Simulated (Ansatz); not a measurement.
**Sb2S3: the band gap up the ladder of functionals**

An exercise on one series of results from a longer session: the logs are not shown, and one member is left open.

Code: Ansatz 0.2.0. PAW datasets, plane waves. No spin polarisation and no zero-point or thermal motion.

### The system as given

The cell was relaxed beforehand with r2SCAN+rVV10.

Space group Pnma (No. 62), orthorhombic; conventional cell a = 11.474 Å, b = 3.842 Å, c = 11.206 Å, 24.70 Å³ an atom. Near Sb stand 3 S at 2.47–2.68 Å; near Sb stand 3 S at 2.53–2.54 Å; near S stand 2 Sb at 2.54 Å; near S stand 1 Sb at 2.47 Å; near S stand 3 Sb at 2.53–2.68 Å.

Structure file:

```cif
data_structure
_symmetry_space_group_name_H-M 'Pnma'
_symmetry_Int_Tables_number 62
_cell_length_a 11.4743
_cell_length_b 3.8417
_cell_length_c 11.2061
_cell_angle_alpha 90.000
_cell_angle_beta 90.000
_cell_angle_gamma 90.000
_cell_volume 493.97
loop_
_atom_site_label
_atom_site_type_symbol
_atom_site_symmetry_multiplicity
_atom_site_Wyckoff_symbol
_atom_site_fract_x
_atom_site_fract_y
_atom_site_fract_z
_atom_site_occupancy
Sb1 Sb 4 c 0.85245 0.75000 0.46513 1
Sb2 Sb 4 c 0.97117 0.25000 0.17340 1
S1 S 4 c 0.87599 0.75000 0.06092 1
S2 S 4 c 0.04957 0.75000 0.37744 1
S3 S 4 c 0.29528 0.25000 0.19091 1
```

Set-up of the first run:

File input.yaml:

```yaml
crystal:
  lattice:
    - [11.4742503611, 0.0, 0.0]
    - [0.0, 3.841650977, 0.0]
    - [0.0, 0.0, 11.2061015322]
  atoms:
    - { symbol: Sb, position: [0.8524507075, 0.75, 0.4651344503] }
    - { symbol: Sb, position: [0.1475492925, 0.25, 0.5348655497] }
    - { symbol: Sb, position: [0.6475492925, 0.25, 0.9651344503] }
    - { symbol: Sb, position: [0.3524507075, 0.75, 0.0348655497] }
    - { symbol: Sb, position: [0.9711746733, 0.25, 0.1734027053] }
    - { symbol: Sb, position: [0.0288253267, 0.75, 0.8265972947] }
    - { symbol: Sb, position: [0.5288253267, 0.75, 0.6734027053] }
    - { symbol: Sb, position: [0.4711746733, 0.25, 0.3265972947] }
    - { symbol: S, position: [0.8759922947, 0.75, 0.0609187025] }
    - { symbol: S, position: [0.1240077053, 0.25, 0.9390812975] }
    - { symbol: S, position: [0.6240077053, 0.25, 0.5609187025] }
    - { symbol: S, position: [0.3759922947, 0.75, 0.4390812975] }
    - { symbol: S, position: [0.0495693771, 0.75, 0.3774422728] }
    - { symbol: S, position: [0.9504306229, 0.25, 0.6225577272] }
    - { symbol: S, position: [0.4504306229, 0.25, 0.8774422728] }
    - { symbol: S, position: [0.5495693771, 0.75, 0.1225577272] }
    - { symbol: S, position: [0.2952777587, 0.25, 0.1909133329] }
    - { symbol: S, position: [0.7047222413, 0.75, 0.8090866671] }
    - { symbol: S, position: [0.2047222413, 0.75, 0.6909133329] }
    - { symbol: S, position: [0.7952777587, 0.25, 0.3090866671] }
kpoints:
  mp_grid: { grid: [2, 6, 2] }
  band_path:
    path:
      - [[0.0, 0.0, 0.0], [0.5, 0.0, 0.0], [0.5, 0.5, 0.0], [0.0, 0.5, 0.0], [0.0, 0.0, 0.0], [0.0, 0.0, 0.5], [0.5, 0.0, 0.5], [0.5, 0.5, 0.5], [0.0, 0.5, 0.5], [0.0, 0.0, 0.5]]
      - [[0.5, 0.0, 0.0], [0.5, 0.0, 0.5]]
      - [[0.0, 0.5, 0.0], [0.0, 0.5, 0.5]]
      - [[0.5, 0.5, 0.0], [0.5, 0.5, 0.5]]
    npoints: 10
hamiltonian:
  xc: pbe
scf:
  occupations: { method: fermi_dirac, width: 0.02 }
  n_extra_bands: 9
output:
  forces: true
  stress: true
  eigenvalues: true
  write_density: true
  write_potential: true
  elf: true
  volumetric_format: npy
```

Steps of the session up to this table: PBE band path; r2SCAN; HSE06; PBE+SOC at the same geometry; PBE0 at the same geometry.

One table of the session follows, with a row left open; its other results are not shown here.

| level | gap (eV) |
| --- | --- |
| PBE | 1.31 |
| r2SCAN | 1.50 |
| HSE06 | 1.82 |
| PBE+SOC | 1.26 |
| PBE0 | ? |

**Question.** Estimate the row for PBE0.

As computed: gap (eV): 2.44. In the column «gap (eV)» it is the highest.

Meshes: PBE 2×6×2, r2SCAN 2×6×2, HSE06 2×4×2, PBE+SOC 2×6×2, PBE0 2×4×2

The gap runs from 1.26 eV (PBE+SOC) to 2.44 eV (PBE0). Against HSE06, PBE is short by 0.51 eV, at 72 % of it, and r2SCAN 82 %. PBE0 lies 0.62 eV above HSE06, which differs from it by screening the long-range exchange.

To keep in mind: Warnings in the runs' records: stress scf threshold loose, stress exchange threshold loose.
